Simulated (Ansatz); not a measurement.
As:

```
As
1.0
     2.70368    0.00000    0.00000
     0.00000    2.70368    0.00000
     0.00000    0.00000    2.70368
As
1
Direct
  0.50000 0.50000 0.50000
```

This isn't the form of As at room conditions, which is rhombohedral.

```yaml
Program: Ansatz 0.2.0
Task: relaxation of cell and atoms
Functional: HSEsol
Potentials_or_basis: Ansatz PAW
Cutoff: "420 eV (not typed: the program's choice for these potentials)"
k_mesh: 5 × 5 × 5
Occupations: fermi-dirac, width 0.05 eV
Spin: no spin polarisation
```

At the start: volume 19.76 Å³/atom.

Q: How do energy, volume and symmetry change on relaxing?

A: It ends after 5 steps and the volume is 19.15 Å³/atom (-3.1 %); space group Pm-3m (No. 221, to 0.05 Å).

The path:
| step | energy change (eV) | largest force (eV/Å) | volume (Å³) |
| --- | --- | --- | --- |
| 1 | 0.0000 | 0.0000 | 19.76 |
| 2 | -0.0047 | 0.0000 | 18.93 |
| 3 | -0.0054 | 0.0000 | 19.16 |
| 4 | -0.0054 | 0.0000 | 19.15 |
| 5 | -0.0052 | 0.0000 | 19.15 |

Final structure:
```
As
1.0
     2.67545    0.00000    0.00000
     0.00000    2.67545    0.00000
     0.00000    0.00000    2.67545
As
1
Direct
  0.50000 0.50000 0.50000
```

Caveat: the k mesh is coarse (spacing up to 0.46 Å⁻¹), so the values aren't converged, least of all with exact exchange; the plane-wave basis is chosen anew once the cell has moved, so the energies of steps on either side of that aren't comparable; the PAW data sets come from PBE, with cores solved anew for the run's functional, which leaves a small shift of forces and pressure.
